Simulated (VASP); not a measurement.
Here is a VASP 6.6.1 calculation.

File INCAR:

```
  PREC = Accurate
  ENCUT = 600
  EDIFF = 1E-7
  ISMEAR = 0
  SIGMA = 0.1
  LREAL = F
  LASPH = T
  NELM = 100
  ALGO = Normal
  ISIF = 3
  LWAVE = F
  LCHARG = F
  METAGGA = R2SCAN
  LMIXTAU = T
  IBRION = 2
  NSW = 90
  EDIFFG = -0.005
```

File KPOINTS:

```
regular mesh
0
Gamma
  18 18 18
```

File POSCAR:

```
Pd
1.0
    0.0000000000      1.9586507900      1.9586507900
    1.9586507900      0.0000000000      1.9586507900
    1.9586507900      1.9586507900      0.0000000000
Pd
1
Direct
    0.0000000000      0.0000000000      0.0000000000
```

Potentials or basis: VASP PAW PBE potentials, release 64 (Pd).

The run is started by

```bash
$ cat potpaw_PBE.64/Pd/POTCAR > POTCAR
$ mpirun -np 1 vasp_std > vasp.out
```

Problem. What does it give for the band gap on the k mesh?

Solution. None (metal or under the smearing width).

Problem. Predict the relaxed cell.

Solution. a = 2.766 Å, b = 2.766 Å, c = 2.766 Å, α = 60.00°, β = 60.00°, γ = 60.00°.

Final structure:
```
Pd
1.0
     0.00000    1.95592    1.95592
     1.95592    0.00000    1.95592
     1.95592    1.95592    0.00000
Pd
1
Cartesian
  0.0000 0.0000 0.0000
```
